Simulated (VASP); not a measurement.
**Sc: elastic constants with LDA**

Crystal: Sc.

```
CELL_PARAMETERS angstrom
3.29122 0.00000 0.00000
-1.64561 2.85028 0.00000
0.00000 0.00000 5.33257
ATOMIC_POSITIONS crystal
Sc 0.33333 0.66667 0.25000
Sc 0.66667 0.33333 0.75000
```

* Program: VASP 6.6.1
* Task: elastic constants
* Functional: LDA
* Potentials or basis: VASP PAW LDA potentials, release 64 (Sc_sv)
* Cutoff: 600 eV
* k mesh: 15 × 15 × 8
* Occupations: gaussian, width 0.1 eV
* Spin: no spin polarisation
* Ions in elastic constants: relaxed
* Further INCAR settings: ALGO = Normal; EDIFF = 1e-08; IBRION = 6; POTIM = 0.015; NSW = 1; ISIF = 3

```yaml
Relaxed_volume: 22.57 Å³/atom
Relaxed_cell: a = 3.232 Å, b = 3.232 Å, c = 4.989 Å, α = 90.00°, β = 90.00°, γ = 120.00°
Space_group_after_relaxing_to_0.05_Å: P6_3/mmc (No. 194)
Elastic_constants_C11_C12_C44: 114, 41, 35 GPa
Voigt_bulk_modulus: 62 GPa
Highest_phonon_frequency_at_Γ: 240 cm⁻¹
```

Step by step:
| step | energy change (eV) | largest force (eV/Å) | pressure (GPa) | volume (Å³) |
| --- | --- | --- | --- | --- |
| 1 | 0.0000 | 0.0000 | -5.23 | 50.02 |
| 2 | -0.0939 | 0.0000 | 1.19 | 44.34 |
| 3 | -0.0956 | 0.0000 | 0.31 | 44.95 |
| 4 | -0.1007 | 0.0000 | 0.17 | 45.02 |
| 5 | -0.1019 | 0.0000 | 0.09 | 45.07 |
| 6 | -0.1019 | 0.0000 | 0.08 | 45.07 |
| 7 | -0.1019 | 0.0000 | -0.03 | 45.16 |
| 8 | -0.1019 | 0.0000 | 0.00 | 45.13 |

Final structure:
```
Sc
1.0
     3.23212    0.00000    0.00000
    -1.61606    2.79910    0.00000
     0.00000    0.00000    4.98883
Sc
2
Direct
  0.33333 0.66667 0.25000
  0.66667 0.33333 0.75000
```

Phonon frequencies in cm⁻¹ (negative: imaginary):
```tsv
q point	frequencies
(0.000, 0.000, 0.000)	0 0 0 141 141 240
```

Elastic tensor in Voigt notation (GPa, in the Cartesian axes of the cell as first typed):
```
114  41  33   0   0   0
 41 114  33   0   0   0
 33  33 113   0   0   0
  0   0   0  35   0   0
  0   0   0   0  35   0
  0   0   0   0   0  37
```

Clamped-ion elastic tensor (GPa):
```
121  34  33   0   0   0
 34 121  33   0   0   0
 33  33 113   0   0   0
  0   0   0  35   0   0
  0   0   0   0  35   0
  0   0   0   0   0  44
```

It took 36 min on 1 thread of Intel(R) Xeon(R) Platinum 8488C (Sapphire Rapids) (shared host), peak memory 0.76 GiB.
